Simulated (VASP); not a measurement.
## MgH2 in VASP 6.6.1, single-point calculation

INCAR

```
LREAL = .FALSE.
LASPH = .TRUE.
NSW = 0
IBRION = -1
ENCUT = 600
LWAVE = .FALSE.
LCHARG = .FALSE.
NELMIN = 4
NELM = 66
SIGMA = 0.02
ISIF = 2
PREC = Accurate
NBANDS = 9
GGA = PE
EDIFF = 1E-7
ALGO = VeryFast
ISMEAR = -1
```

KPOINTS

```
KPOINTS created by Atomic Simulation Environment
0
Gamma
8 8 8
0 0 0
```

POSCAR

```
Mg H
 1.0000000000000000
     0.0684000000000000    2.3769000000000000    2.3108000000000000
     2.3881999999999999    0.0153000000000000    2.3639999999999999
     2.3256999999999999    2.3675999999999999    0.0778000000000000
 Mg  H
   1   2
Cartesian
  2.4224106200000000  2.3693602199999999  0.2546172400000000
  1.1291654499999999  1.3745868299999999  1.1961883799999999
  3.6512720100000000  3.5965400399999998  3.6784812999999996
```

The recommended PBE PAW datasets give the neutral cell 4 valence electrons.

Command

```
mpirun -np 1 vasp_std
```

Q: Predict the outcome of this run.

A: It converged. Results: gap between bands v and c on the k mesh -1.34 eV (bands overlap: a metal); least direct gap on the k mesh 2.22 eV; pressure 5.6 GPa; largest force 0.68 eV/Å. Band v is the last that the valence electrons fill when counted band by band, and c is the next.

OSZICAR

```
N       E                     dE             d eps       ncg     rms          rms(c)
RMM:   1     0.412635076123E+01    0.41264E+01   -0.59803E+02  2340   0.239E+02
RMM:   2    -0.655111459343E+01   -0.10677E+02   -0.83198E+01  2340   0.507E+01
RMM:   3    -0.886174296342E+01   -0.23106E+01   -0.11122E+01  2340   0.165E+01
RMM:   4    -0.905604219829E+01   -0.19430E+00   -0.10506E+00  2340   0.499E+00
RMM:   5    -0.906651134871E+01   -0.10469E-01   -0.80622E-02  2340   0.145E+00
RMM:   6    -0.906764635566E+01   -0.11350E-02   -0.96312E-03  2340   0.512E-01
RMM:   7    -0.906781724606E+01   -0.17089E-03   -0.16213E-03  2340   0.221E-01
RMM:   8    -0.906785088043E+01   -0.33634E-04   -0.32446E-04  2340   0.999E-02
RMM:   9    -0.906785785081E+01   -0.69704E-05   -0.67915E-05  5896   0.479E-02
RMM:  10    -0.906785995688E+01   -0.21061E-05   -0.20800E-05  5734   0.260E-02
RMM:  11    -0.906786022371E+01   -0.26682E-06   -0.26382E-06  5604   0.907E-03
RMM:  12    -0.906786030759E+01   -0.83879E-07   -0.83060E-07  5548   0.493E-03    0.485E+00
RMM:  13    -0.854275656728E+01    0.52510E+00   -0.12206E-01  9050   0.177E+00    0.250E+00
RMM:  14    -0.836332391644E+01    0.17943E+00   -0.19457E-01  9289   0.229E+00    0.483E-01
RMM:  15    -0.836734331505E+01   -0.40194E-02   -0.65200E-03  6590   0.400E-01    0.373E-01
RMM:  16    -0.836370284644E+01    0.36405E-02   -0.32697E-03  5994   0.299E-01    0.250E-02
RMM:  17    -0.836372566821E+01   -0.22822E-04   -0.13999E-04  5571   0.698E-02    0.148E-02
RMM:  18    -0.836372781417E+01   -0.21460E-05   -0.81819E-06  5411   0.177E-02    0.477E-03
RMM:  19    -0.836372765199E+01    0.16218E-06   -0.59838E-07  5665   0.520E-03    0.319E-03
RMM:  20    -0.836372737710E+01    0.27489E-06   -0.27416E-07  5597   0.292E-03    0.407E-04
RMM:  21    -0.836372738582E+01   -0.87150E-08   -0.24536E-08  4148   0.965E-04
   1 F= -.83637274E+01 E0= -.83634870E+01  d E =-.480794E-03
```

Standard output (part)

```
POSCAR found type information on POSCAR MgH
 POSCAR found :  2 types and       3 ions
 LDA part: xc-table for (Slater+PW92), standard interpolation
 POSCAR, INCAR and KPOINTS ok, starting setup
 WAVECAR not read
 entering main loop
```

For comparison, a separate PBE run of the intended cell, on usual settings and not on those above, gives a gap of -1.34 eV on its mesh and a pressure of 5.5 GPa.
